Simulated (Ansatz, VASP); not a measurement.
# Two plane-wave programs on KBr

The input INCAR:

```
SYSTEM = KBr
PREC = Accurate
ENCUT = 520
EDIFF = 1E-6
ISMEAR = 0
SIGMA = 0.05
LREAL = .FALSE.
LASPH = .TRUE.
NELM = 80
ALGO = Normal
ISIF = 2
LWAVE = .FALSE.
LCHARG = .FALSE.
GGA = PE
NBANDS = 15
```

The input KPOINTS:

```
regular mesh
0
G
  6 6 6
  0 0 0
```

The input POSCAR:

```
KBr
1.0
    0.0000000000      3.3418875000      3.3912750000
    3.3418875000      0.0000000000      3.3912750000
    3.3418875000      3.3418875000      0.0000000000
K Br
1 1
Direct
    0.0000000000      0.0000000000      0.0000000000
    0.5000000000      0.5000000000      0.5000000000
```

Input for Ansatz:

```yaml
crystal:
  lattice:
    - [0.0, 3.3418875, 3.391275]
    - [3.3418875, 0.0, 3.391275]
    - [3.3418875, 3.3418875, 0.0]
  atoms:
    - { symbol: K, position: [0.0, 0.0, 0.0] }
    - { symbol: Br, position: [0.5, 0.5, 0.5] }
basis:
  ecutwfc: 420
kpoints:
  mp_grid: { grid: [6, 6, 6] }
hamiltonian:
  xc: pbe
scf:
  occupations: { method: gaussian, width: 0.05 }
output:
  forces: true
  stress: true
  eigenvalues: true
```

Change from the starting cell: strain +0.015 along x and y, +0.030 along z, atoms carried along.

Alike in both runs: task single point; functional PBE; k mesh 6 × 6 × 6; occupations gaussian, width 0.05 eV; no spin polarisation.

|  | VASP | Ansatz |
| --- | --- | --- |
| version | VASP 6.6.1 | Ansatz 0.2.0 |
| potentials or method | VASP PAW PBE potentials, release 64 (K_sv, Br) | scalar-relativistic, plane waves, PAW |
| plane-wave cutoff (eV) | 520 | 420 |
| valence electrons in the cell | 16 | 16 |

Ansatz gave:

| Item | Value |
| --- | --- |
| gap on the k mesh at the Fermi level (eV) | 4.30 |
| least direct gap on the mesh (eV) | 4.30 |
| pressure (GPa) | -0.1 |
| largest component of the traceless stress (GPa) | 0.23 |

Task: Estimate VASP's values.

Result: gap on the k mesh at the Fermi level (eV): 4.30; least direct gap on the mesh (eV): 4.30; pressure (GPa): 0.0; largest component of the traceless stress (GPa): 0.24.

With one functional, cell and mesh, what is left measures potentials, basis and numerics.
